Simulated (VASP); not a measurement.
# CdS (F-43m) in VASP: notebook

The runs below take CdS through single point, with PBE.

Program: VASP 6.6.1. These are calculated values, not measurements. Logs are shortened: lines on timing, memory, paths and dates and some standing lists are left out, and cuts for length are marked.

## Step 1: Starting point

Symmetry: F-43m, No. 216, cubic system. Conventional cell: a = 5.833 Å, b = 5.833 Å, c = 5.833 Å, α = 90.00°, β = 90.00°, γ = 90.00°. Cd (site symmetry -43m) is surrounded by 4 S at 2.53 Å. Around S (site symmetry -43m) lie 4 Cd at 2.53 Å.

## Step 2: Single point, PBE

The input, INCAR:

```
SYSTEM = CdS
PREC     = Accurate       ! precision mode
ENCUT    = 300            ! plane-wave cutoff, eV
EDIFF    = 1E-7           ! SCF threshold, eV
ISMEAR   = 0              ! smearing method
SIGMA    = 0.02           ! smearing width, eV
LREAL    = .FALSE.        ! projectors in reciprocal space
LASPH    = .TRUE.         ! aspherical terms in the spheres
NELM     = 60             ! most SCF steps
ALGO     = Fast           ! electronic algorithm
ISIF     = 2              ! what is computed and relaxed
LWAVE    = .FALSE.        ! write WAVECAR
LCHARG   = .FALSE.        ! write CHGCAR
GGA      = PE             ! functional
NBANDS   = 16             ! bands
```

The input, KPOINTS:

```
Automatic mesh
0
G
  8 8 8
  0 0 0
```

The input, POSCAR:

```
CdS
1.0
    0.0000000000      2.9165000000      2.9165000000
    2.9165000000      0.0000000000      2.9165000000
    2.9165000000      2.9165000000      0.0000000000
Cd S
1 1
Direct
    0.0000000000      0.0000000000      0.0000000000
    0.2500000000      0.2500000000      0.2500000000
```

Potentials or basis: VASP PAW PBE potentials, release 64 (Cd, S).

Run with:

```console
cat potpaw_PBE.64/Cd/POTCAR potpaw_PBE.64/S/POTCAR > POTCAR
mpirun -np 1 vasp_std > vasp.out
```

OUTCAR:

```text
SYSTEM = CdS
   PREC = Accurate
   ENCUT = 300
   EDIFF = 1E-7
   ISMEAR = 0
   LREAL = .FALSE.
   LASPH = .TRUE.
   NELM = 60
   ISIF = 2
   GGA = PE

 ion  position               nearest neighbor table
   1  0.000  0.000  0.000-   2 2.53   2 2.53   2 2.53   2 2.53
   2  0.250  0.250  0.250-   1 2.53   1 2.53   1 2.53   1 2.53

  LATTYP: Found a face centered cubic cell.
 ALAT       =     5.8330000000

  Lattice vectors:

 A1 = (   0.0000000000,   2.9165000000,   2.9165000000)
 A2 = (   2.9165000000,   0.0000000000,   2.9165000000)
 A3 = (   2.9165000000,   2.9165000000,   0.0000000000)

Analysis of symmetry for initial positions (statically):
=====================================================================
 Subroutine PRICEL returns:
 Original cell was already a primitive cell.

 Routine SETGRP: Setting up the symmetry group for a
 face centered cubic supercell.

 Subroutine GETGRP returns: Found 24 space group operations
 (whereof 24 operations were pure point group operations)
 out of a pool of 48 trial point group operations.

The static configuration has the point symmetry T_d .

Analysis of symmetry for dynamics (positions and initial velocities):
=====================================================================
 Subroutine PRICEL returns:
 Original cell was already a primitive cell.

 Routine SETGRP: Setting up the symmetry group for a
 face centered cubic supercell.

 Subroutine GETGRP returns: Found 24 space group operations
 (whereof 24 operations were pure point group operations)
 out of a pool of 48 trial point group operations.

The dynamic configuration has the point symmetry T_d .

 Subroutine INISYM returns: Found 24 space group operations
 (whereof 24 operations are pure point group operations),
 and found     1 'primitive' translations

----------------------------------------------------------------------------------------

                                     Primitive cell

  volume of cell :      49.6153

  direct lattice vectors                    reciprocal lattice vectors
     0.000000000  2.916500000  2.916500000    -0.171438368  0.171438368  0.171438368
     2.916500000  0.000000000  2.916500000     0.171438368 -0.171438368  0.171438368
     2.916500000  2.916500000  0.000000000     0.171438368  0.171438368 -0.171438368

  length of vectors
     4.124553855  4.124553855  4.124553855     0.296939964  0.296939964  0.296939964

  position of ions in fractional coordinates (direct lattice)
     0.000000000  0.000000000  0.000000000
     0.250000000  0.250000000  0.250000000

  ion indices of the primitive-cell ions
   primitive index   ion index
                 1           1
                 2           2

----------------------------------------------------------------------------------------

 KPOINTS: Automatic mesh

Automatic generation of k-mesh.
 Grid dimensions read from file:
 generate k-points for:    8    8    8

 Generating k-lattice:

  Cartesian coordinates                     Fractional coordinates (reciprocal lattice)
    -0.021429796  0.021429796  0.021429796     0.125000000  0.000000000  0.000000000
     0.021429796 -0.021429796  0.021429796     0.000000000  0.125000000  0.000000000
     0.021429796  0.021429796 -0.021429796     0.000000000  0.000000000  0.125000000

  Length of vectors
     0.037117495  0.037117495  0.037117495

  Shift w.r.t. Gamma in fractional coordinates (k-lattice)
     0.000000000  0.000000000  0.000000000

 Subroutine IBZKPT returns following result:
 ===========================================

 Found     29 irreducible k-points:

 Following reciprocal coordinates:
            Coordinates               Weight
  0.000000  0.000000  0.000000      1.000000
  0.125000  0.000000  0.000000      8.000000
  0.250000  0.000000  0.000000      8.000000
  0.375000  0.000000  0.000000      8.000000
  0.500000  0.000000  0.000000      4.000000
  0.125000  0.125000  0.000000      6.000000
[... 16 lines left out ...]
  0.500000  0.250000  0.125000     48.000000
 -0.375000  0.250000  0.125000     24.000000
 [... further k-points ...]
   k-points           NKPTS =     29   k-points in BZ     NKDIM =     29   number of bands    NBANDS=     16
   number of dos      NEDOS =    301   number of ions     NIONS =      2
   total plane-waves  NPLWV =  13824
   dimension x,y,z NGX =    24 NGY =   24 NGZ =   24
   dimension x,y,z NGXF=    48 NGYF=   48 NGZF=   48
   ions per type =               1   1
   NGX,Y,Z   is equivalent  to a cutoff of   9.67,  9.67,  9.67 a.u.
   NGXF,Y,Z  is equivalent  to a cutoff of  19.35, 19.35, 19.35 a.u.
 SYSTEM =  CdS
   PREC   = accura    normal or accurate (medium, high low for compatibility)
   ISTART =      0    job   : 0-new  1-cont  2-samecut
   ICHARG =      2    charge: 1-file 2-atom 10-const
   ISPIN  =      1    spin polarized calculation?
   LNONCOLLINEAR =      F non collinear calculations
   LSORBIT =      F    spin-orbit coupling
   LASPH  =      T    aspherical Exc in radial PAW
   ENCUT  =  300.0 eV  22.05 Ry    4.70 a.u.   5.82  5.82  5.82*2*pi/ulx,y,z
   NELM   =     60;   NELMIN=  2; NELMDL= -5     # of ELM steps
   EDIFF  = 0.1E-06   stopping-criterion for ELM
   LREAL  =      F    real-space projection
   EDIFFG = 0.1E-05   stopping-criterion for IOM
   NSW    =      0    number of steps for IOM
   IBRION =     -1    ionic relax: 0-MD 1-quasi-New 2-CG
   NFREE  =      0    steps in history (QN), initial steepest desc. (CG)
   ISIF   =      2    stress and relaxation
   ISYM   =      2    0-nonsym 1-usesym 2-fastsym
   POTIM  = 0.5000    time-step for ionic-motion
   TEBEG  =    0.0;   TEEND  =   0.0 temperature during run
   PSTRESS=    0.0 pullay stress
   NELECT =      18.0000    total number of electrons
   NUPDOWN=      -1.0000    fix difference up-down
   EMIN   =  10.00;   EMAX   =-10.00  energy-range for DOS
   EFERMI =   0.00;   METHOD = LEGACY
   ISMEAR =     0;   SIGMA  =   0.02  broadening in eV -4-tet -1-fermi 0-gaus
   EFERMI_NEDOS =   21; number of points for ismear=-14 and -15
   IALGO  =     68    algorithm
   IMIX   =      4    mixing-type and parameters
     AMIX     =   0.40;   BMIX     =  1.00
     AMIX_MAG =   1.60;   BMIX_MAG =  1.00
  volume/ion in A,a.u.               =      24.81       167.41
  Fermi-wavevector in a.u.,A,eV,Ry     =   1.167599  2.206442 18.548649  1.363287
  Thomas-Fermi vector in A             =   2.304097
   LORBIT       =      0    0 simple, 1 ext, 2 COOP (PROOUT), +10 PAW based schemes
   GGA     = PE    functional components
   LHFCALC =     F    Hartree Fock is set to
   AEXX    =    0.0000 exact exchange contribution
   IVDW    =     0    specifies the selected vdW correction
   LEPSILON=     F    determine dielectric tensor
   LRPA    =     F    only Hartree local field effects (RPA)
 non-spin polarized calculation
 RMM-DIIS sequential band-by-band and
 Gauss-broadening in eV      SIGMA  =   0.02
  energy-cutoff  :      300.00
  volume of cell :       49.62
 maximum number of plane-waves:       604
   NGX = 11   NGY = 11   NGZ = 11

 number of electron      18.0000025 magnetization

 Free energy of the ion-electron system (eV)
  ---------------------------------------------------
  ext. energy  EPLUGINS =         0.00000000
  ---------------------------------------------------
  free energy    TOTEN  =        -6.11461787 eV

  energy without entropy =       -6.11461787  energy(sigma->0) =       -6.11461787

 E-fermi :   1.4235     XC(G=0):  -9.1507

 val. band max:        1.3201651329   @ k =   0.0000   0.0000   0.0000
 cond. band min:       2.4613542584   @ k =   0.0000   0.0000   0.0000
 fundamental gap:      1.1411891255
 Fermi energy:         1.4235215902

 k-point     1 :       0.0000    0.0000    0.0000
  band No.  band energies     occupation
      1     -11.0564      2.00000
      2      -6.3915      2.00000
      3      -6.3915      2.00000
      4      -6.3915      2.00000
      5      -5.9090      2.00000
      6      -5.9090      2.00000
[... 8 lines left out ...]
     15      12.8205      0.00000
     16      12.8205      0.00000

 k-point     2 :       0.1250    0.0000    0.0000
  band No.  band energies     occupation
      1     -10.9942      2.00000
      2      -6.3689      2.00000
      3      -6.3689      2.00000
      4      -6.3380      2.00000
      5      -5.9102      2.00000
      6      -5.9102      2.00000
[... 8 lines left out ...]
     15      12.2187      0.00000
     16      13.3267      0.00000

 k-point     3 :       0.2500    0.0000    0.0000
  band No.  band energies     occupation
      1     -10.8430      2.00000
      2      -6.3199      2.00000
      3      -6.3199      2.00000
      4      -6.1456      2.00000
      5      -5.9048      2.00000
      6      -5.9048      2.00000
[... 8 lines left out ...]
     15      11.9819      0.00000
     16      12.6534      0.00000

 k-point     4 :       0.3750    0.0000    0.0000
  band No.  band energies     occupation
      1     -10.6918      2.00000
      2      -6.2821      2.00000
      3      -6.2821      2.00000
      4      -5.8847      2.00000
      5      -5.8847      2.00000
      6      -5.7897      2.00000
[... 8 lines left out ...]
     15      12.8356      0.00000
     16      12.8356      0.00000
[... 324 lines left out ...]
 k-point    22 :       0.3750    0.2500    0.1250
  band No.  band energies     occupation
      1     -10.7320      2.00000
      2      -6.2678      2.00000
      3      -6.2411      2.00000
      4      -6.0784      2.00000
      5      -5.9023      2.00000
      6      -5.8488      2.00000
[... 8 lines left out ...]
     15      13.3439      0.00000
     16      15.2180      0.00000

 k-point    23 :       0.5000    0.2500    0.1250
  band No.  band energies     occupation
      1     -10.6130      2.00000
      2      -6.2316      2.00000
      3      -6.2055      2.00000
      4      -5.9760      2.00000
      5      -5.8754      2.00000
      6      -5.6196      2.00000
[... 8 lines left out ...]
     15      14.1595      0.00000
     16      14.4324      0.00000

 k-point    24 :      -0.3750    0.2500    0.1250
  band No.  band energies     occupation
      1     -10.5645      2.00000
      2      -6.2268      2.00000
      3      -6.1885      2.00000
      4      -5.9352      2.00000
      5      -5.8823      2.00000
      6      -5.4161      2.00000
[... 8 lines left out ...]
     15      13.6327      0.00000
     16      14.5093      0.00000

 [... further k-points ...]

------------------------ aborting loop because EDIFF is reached ----------------------------------------

  FORCE on cell =-STRESS in cart. coord.  units (eV):
  Direction    XX          YY          ZZ          XY          YZ          ZX
  --------------------------------------------------------------------------------------
  -------------------------------------------------------------------------------------
  Total        0.9553651      0.9553651      0.9553651      0.0000000      0.0000000      0.0000000
  in kB       30.8506291     30.8506291     30.8506291      0.0000000      0.0000000      0.0000000
  external PRESSURE =      30.8506291 kB  Pullay stress =       0.0000000 kB

 VOLUME and BASIS-vectors are now :
 -----------------------------------------------------------------------------
  energy-cutoff  :      300.00
  volume of cell :       49.62
      direct lattice vectors                 reciprocal lattice vectors
     0.000000000  2.916500000  2.916500000    -0.171438368  0.171438368  0.171438368
     2.916500000  0.000000000  2.916500000     0.171438368 -0.171438368  0.171438368
     2.916500000  2.916500000  0.000000000     0.171438368  0.171438368 -0.171438368

 POSITION                                       TOTAL-FORCE (eV/Angst)
 -----------------------------------------------------------------------------------
      0.00000      0.00000      0.00000        -0.000000     -0.000000      0.000000
      1.45825      1.45825      1.45825         0.000000      0.000000     -0.000000
 -----------------------------------------------------------------------------------
    total drift:                               -0.000002     -0.000002     -0.000001

  FREE ENERGIE OF THE ION-ELECTRON SYSTEM (eV)
  ---------------------------------------------------
  free  energy   TOTEN  =        -6.1146178745 eV

  energy  without entropy=       -6.1146178745  energy(sigma->0) =       -6.11461787
```

Run time: 5.6 s. Hardware: 1 thread of Intel Xeon Platinum 8559C (Emerald Rapids), shared host; peak memory 0.13 GiB.

Results:

```
Free energy            : -6.1146 eV
Band gap on the k mesh : 1.14 eV, direct
```

Levels at points of the mesh, in eV from the valence-band top:
| k point | band 5 | band 6 | band 7 | band 8 | band 9 | band 10 | band 11 | band 12 | band 13 | band 14 |
| --- | --- | --- | --- | --- | --- | --- | --- | --- | --- | --- |
| (0.00, 0.00, 0.00) | -7.23 | -7.23 | 0.00 | 0.00 | 0.00 | 1.14 | 6.55 | 6.55 | 6.55 | 11.43 |
| (0.50, 0.00, 0.00) | -7.19 | -6.85 | -4.41 | -0.75 | -0.75 | 3.01 | 7.01 | 7.01 | 7.48 | 11.09 |
| (0.50, 0.50, 0.00) | -7.14 | -6.79 | -3.96 | -1.88 | -1.88 | 3.55 | 4.35 | 9.23 | 10.78 | 10.78 |

Caveat: the cutoff is under 1.25 times the usual one of these potentials, so pressure, stress and relaxed cells hold a basis-set (Pulay) error.

## Step 3: Single point, PBE

Edit INCAR of step 2 so:

```diff
@@ -2,3 +2,3 @@
 PREC     = Accurate       ! precision mode
-ENCUT    = 300            ! plane-wave cutoff, eV
+ENCUT    = 350            ! plane-wave cutoff, eV
 EDIFF    = 1E-7           ! SCF threshold, eV
```

KPOINTS is that of step 2.

POSCAR is that of step 2.

Potentials or basis: VASP PAW PBE potentials, release 64 (Cd, S).

Run with:

```console
cat potpaw_PBE.64/Cd/POTCAR potpaw_PBE.64/S/POTCAR > POTCAR
mpirun -np 1 vasp_std > vasp.out
```

Run time: 9.8 s. Hardware: 1 thread of Intel Xeon Platinum 8559C (Emerald Rapids), shared host; peak memory 0.15 GiB.

The run converged. Its results:

| Quantity | Value |
| --- | --- |
| Free energy | -6.1163 eV |
| Pressure | 2.8 GPa |
| Band gap on the k mesh | 1.14 eV, direct |

Levels at points of the mesh, in eV from the valence-band top:
```
           k point  band 5  band 6  band 7  band 8  band 9  band 10  band 11  band 12  band 13  band 14
(0.00, 0.00, 0.00)   -7.24   -7.24    0.00    0.00    0.00     1.14     6.54     6.54     6.54    11.44
(0.50, 0.00, 0.00)   -7.20   -6.86   -4.41   -0.75   -0.75     3.01     7.01     7.01     7.48    11.09
(0.50, 0.50, 0.00)   -7.15   -6.79   -3.96   -1.88   -1.88     3.55     4.35     9.23    10.78    10.78
```

A hybrid or GW would open this gap; PBE tends to underestimate it.

## Step 4: Single point, PBE

Edit INCAR of step 3 so:

```diff
@@ -2,3 +2,3 @@
 PREC     = Accurate       ! precision mode
-ENCUT    = 350            ! plane-wave cutoff, eV
+ENCUT    = 400            ! plane-wave cutoff, eV
 EDIFF    = 1E-7           ! SCF threshold, eV
```

KPOINTS is that of step 3.

POSCAR is that of step 3.

Run with:

```console
cat potpaw_PBE.64/Cd/POTCAR potpaw_PBE.64/S/POTCAR > POTCAR
mpirun -np 1 vasp_std > vasp.out
```

Run time: 9.9 s. Hardware: 1 thread of Intel Xeon Platinum 8559C (Emerald Rapids), shared host; peak memory 0.15 GiB.

The run converged. Its results:

- Free energy: -6.1184 eV
- Pressure: 2.8 GPa
- Band gap on the k mesh: 1.15 eV, direct

Levels at points of the mesh, in eV from the valence-band top:
| k point | band 5 | band 6 | band 7 | band 8 | band 9 | band 10 | band 11 | band 12 | band 13 | band 14 |
| --- | --- | --- | --- | --- | --- | --- | --- | --- | --- | --- |
| (0.00, 0.00, 0.00) | -7.25 | -7.25 | 0.00 | 0.00 | 0.00 | 1.15 | 6.55 | 6.55 | 6.55 | 11.44 |
| (0.50, 0.00, 0.00) | -7.21 | -6.87 | -4.40 | -0.75 | -0.75 | 3.01 | 7.01 | 7.01 | 7.48 | 11.09 |
| (0.50, 0.50, 0.00) | -7.16 | -6.80 | -3.95 | -1.88 | -1.88 | 3.55 | 4.35 | 9.23 | 10.78 | 10.78 |

## Step 5: The runs side by side

```csv
cutoff (eV),gap on the mesh (eV),pressure (GPa)
300,1.14,-
350,1.14,2.8
400,1.15,2.8
```

Alike in all rows: task single point; level PBE; potentials or basis VASP PAW PBE potentials, release 64 (Cd, S); no spin polarisation; cell as given; k mesh 8 × 8 × 8; smearing gaussian 0.02 eV.

On the cell as given the gap runs from 1.14 eV (PBE) to 1.15 eV (PBE).

Caveats: the cutoff is under 1.25 times the usual one of these potentials, so pressure, stress and relaxed cells hold a basis-set (Pulay) error (some runs).

Absolute energies hang on the potentials; compare differences alone.
